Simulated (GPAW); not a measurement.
The system is Ge.

```
Ge
1.0
     1.39715   -2.60052    0.00000
     1.39715    2.60052    0.00000
     0.00000    0.00000    2.69823
Ge
1
Direct
  0.50000 0.50000 0.00000
```

This isn't the form of Ge at room conditions, which is diamond.

| Quantity | Value |
| --- | --- |
| Program | GPAW 26.7.0 |
| Task | relaxation of cell and atoms |
| Functional | PBEsol |
| Potentials or basis | PAW data sets generated in the run's folder for this functional |
| Cutoff | 600 eV |
| Basis | pw |
| k mesh | 11 × 11 × 10 |
| Occupations | fermi-dirac, width 0.05 eV |
| Spin | no spin polarisation |

At the start: pressure -4.2 GPa; volume 19.61 Å³/atom.

Problem. How do energy, volume and symmetry change on relaxing?

Solution. Over 8 steps the energy falls by 21.9 meV/atom and the volume is 18.36 Å³/atom (-6.4 %); space group Cmmm (No. 65, to 0.05 Å).

Step by step:
| step | energy change (eV) | largest force (eV/Å) | pressure (GPa) | volume (Å³) |
| --- | --- | --- | --- | --- |
| 1 | 0.0000 | 0.0000 | -4.24 | 19.61 |
| 2 | -0.0108 | 0.0000 | -2.89 | 19.18 |
| 3 | -0.0201 | 0.0000 | 0.58 | 18.26 |
| 4 | -0.0207 | 0.0000 | 0.33 | 18.31 |
| 5 | -0.0217 | 0.0000 | -0.09 | 18.39 |
| 6 | -0.0218 | 0.0000 | -0.02 | 18.37 |
| 7 | -0.0219 | 0.0000 | 0.04 | 18.36 |
| 8 | -0.0219 | 0.0000 | 0.02 | 18.36 |

Final structure:
```
CELL_PARAMETERS angstrom
1.39651 -2.46071 0.00000
1.39651 2.46071 0.00000
0.00000 0.00000 2.67133
ATOMIC_POSITIONS crystal
Ge 0.50000 0.50000 0.00000
```

Caveat: later steps reuse the first step's grids.
